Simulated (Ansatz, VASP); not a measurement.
One calculation of Si2Ni, two programs

The input INCAR:

```
SYSTEM = Si2Ni
PREC = Accurate
ENCUT = 520
EDIFF = 1E-6
ISMEAR = 0
SIGMA = 0.1
LREAL = .False.
LASPH = .True.
NELM = 150
ALGO = Normal
ISIF = 2
LWAVE = .False.
LCHARG = .False.
ISPIN = 2
MAGMOM = 1 0 0
LORBIT = 11
LMAXMIX = 4
LDAU = .True.
LDAUTYPE = 2
LDAUL = 2 -1
LDAUU = 3 0
LDAUJ = 0 0
LDAUPRINT = 1
GGA = PE
IVDW = 13
NBANDS = 20
```

KPOINTS

```
regular mesh
0
Gamma
  9 9 9
  0 0 0
```

Contents of POSCAR:

```
Si2Ni
1.0
    0.0000000000      2.7030000000      2.7030000000
    2.7030000000      0.0000000000      2.7030000000
    2.7030000000      2.7030000000      0.0000000000
Ni Si
1 2
Direct
    0.0000000000      0.0000000000      0.0000000000
    0.7500000000      0.7500000000      0.7500000000
    0.2500000000      0.2500000000      0.2500000000
```

input.yaml

```yaml
crystal:
  lattice:
    - [0.0, 2.703, 2.703]
    - [2.703, 0.0, 2.703]
    - [2.703, 2.703, 0.0]
  atoms:
    - { symbol: Ni, position: [0.0, 0.0, 0.0], spin: 1.0 }
    - { symbol: Si, position: [0.75, 0.75, 0.75] }
    - { symbol: Si, position: [0.25, 0.25, 0.25] }
hamiltonian:
  xc: pbe
  pseudopotentials: { kind: paw }
  dispersion: d4
  hubbard: { sites: [{ species: Ni, l: d, u_eff: 3.0 }] }
magnetization:
  spin_polarized: true
kpoints:
  mp_grid: { grid: [9, 9, 9] }
scf:
  occupations: { method: gaussian, width: 0.1 }
output:
  forces: true
  stress: true
  eigenvalues: true
```

Alike in both runs: task single point; functional PBE; dispersion D4; k mesh 9 × 9 × 9; occupations gaussian, width 0.1 eV; collinear spin; Hubbard terms Ni d U = 3.0 eV.

|  | VASP | Ansatz |
| --- | --- | --- |
| version | VASP 6.6.1 | Ansatz 0.2.0 |
| potentials or method | VASP PAW PBE potentials, release 64 (Ni, Si) | Ansatz PAW |
| plane-wave cutoff (eV) | 520 | 420 |
| valence electrons in the cell | 18 | 26 |

|  | VASP | Ansatz | Ansatz less VASP |
| --- | --- | --- | --- |
| gap on the k mesh at the Fermi level (eV) | none | none | - |
| pressure (GPa) | -4.2 | -1.6 | +2.55 |
| net moment per atom (μB) | 0.00 | 0.00 | 0.000 |
| dispersion energy (meV/atom) | -456.4 | -456.5 | -0.11 |

The programs project onto different local orbitals, so the same U acts differently. A gap of «none» marks a metal or a gap that the smearing closes. The two sets of potentials don't hold the same shells in valence.

Caveats: pairwise dispersion overbinds metals, which lowers pressure and volume; the U is typed as a test and isn't derived for this compound; the magnetic or orbital state may not be the lowest (Ansatz); the starting moments weren't kept (Ansatz). The state reached can hang on the start; a lower one may exist.
